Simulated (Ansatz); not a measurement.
# Molecular dynamics of TiO₂

Input:

```yaml
crystal:
  lattice:
    - [-4.422094, 4.422094, 1.918505]
    - [4.422094, -4.422094, 1.918505]
    - [4.422094, 4.422094, -1.918505]
  atoms:
    - { symbol: Ti, position: [0.2922817, 0.0028553, 0.2951369] }
    - { symbol: Ti, position: [0.0028552, 0.7077183, 0.7105735] }
    - { symbol: Ti, position: [0.9971448, 0.2922817, 0.2894265] }
    - { symbol: Ti, position: [0.7077183, 0.9971448, 0.704863] }
    - { symbol: O, position: [0.4988638, 0.1507847, 0.6496485] }
    - { symbol: O, position: [0.161662, 0.8403974, 0.0020594] }
    - { symbol: O, position: [0.1507847, 0.5011362, 0.6519209] }
    - { symbol: O, position: [0.1596026, 0.161662, 0.3212646] }
    - { symbol: O, position: [0.8403974, 0.838338, 0.6787354] }
    - { symbol: O, position: [0.8492153, 0.4988638, 0.3480791] }
    - { symbol: O, position: [0.838338, 0.1596026, 0.9979406] }
    - { symbol: O, position: [0.5011362, 0.8492153, 0.3503515] }
basis:
  ecutwfc: 420.0
kpoints:
  mp_grid: { grid: [3, 3, 2] }
hamiltonian:
  xc: pbe
  dispersion: d3bj
  pseudopotentials: { kind: paw, azcp: { folder: soft_1 } }
scf:
  occupations: { method: fermi_dirac, width: 0.36 }
  lower_state_search: "off"
md:
  timestep: 1.5
  n_steps: 270
  ensemble: nvt_langevin
  temperature: 300.0
  initial_velocities: maxwell_boltzmann
  seed: 894972
  friction: 0.02
  temperature_schedule: [{ n_steps: 270, end_temperature: 4200.0 }]
```

Run as:

```bash
$ ansatz run input.yaml --threads 1 --pin off --max-ram 3072MiB --backend cpu --events-out ev --progress --plain --runs-dir out
```

It starts from an unrelaxed structure (largest force component 0.42 eV/Å).

Output, in part (step lines):

```
md step     0: t =     0.00 fs  T =   275.0 K (target 300.0 K)  F+E_penalty+E_count = -14557.08253304 eV  E_kin = 0.426558 eV  (14 SCF iters)
[... lines left out ...]
```

The steps, from the saved trajectory:

```csv
time (fs),T (K),potential energy less start (eV)
0.0,275,0.000
13.5,156,0.144
27.0,313,0.211
40.5,420,0.424
54.0,516,0.426
67.5,321,0.817
81.0,698,0.638
94.5,826,0.766
108.0,899,1.470
121.5,1327,1.104
135.0,969,1.623
148.5,1359,1.419
162.0,1478,1.287
175.5,1570,1.631
189.0,1529,1.727
202.5,1641,2.126
216.0,1746,2.021
229.5,1995,2.695
243.0,2804,2.166
256.5,1806,3.788
270.0,2213,3.595
283.5,2530,4.365
297.0,2834,4.845
310.5,2273,5.547
324.0,3022,4.474
337.5,3698,5.115
351.0,3072,6.906
364.5,4325,5.506
378.0,3367,6.087
391.5,3600,6.448
405.0,5647,5.227
```

All steps were run. The schedule's set-point averaged 3225 K over the second half and the system 2928 K. A run of 0.41 ps of so small a system gives no equilibrium averages. Limits of this set-up: coarse k mesh.

Mean squared displacements from the first frame to the last, about the centre of mass: Ti 0.13 Å², O 0.28 Å².

Last frame:

```xyz
12
Lattice="-4.4221 4.4221 1.9185 4.4221 -4.4221 1.9185 4.4221 4.4221 -1.9185" Properties=species:S:1:pos:R:3
Ti 0.066 2.952 0.464
Ti 6.913 0.144 -0.089
Ti -1.655 4.857 2.243
Ti 4.550 2.271 2.037
O 2.099 4.716 -0.011
O 3.799 -3.162 1.645
O 4.465 1.864 -0.060
O 1.466 1.625 0.116
O 3.042 2.865 1.662
O -0.348 2.990 2.278
O 1.614 7.905 0.156
O 3.543 0.521 2.123
```

The run took 44 min on 1 thread of Arm Neoverse V1 (shared host), peak memory 0.53 GiB.
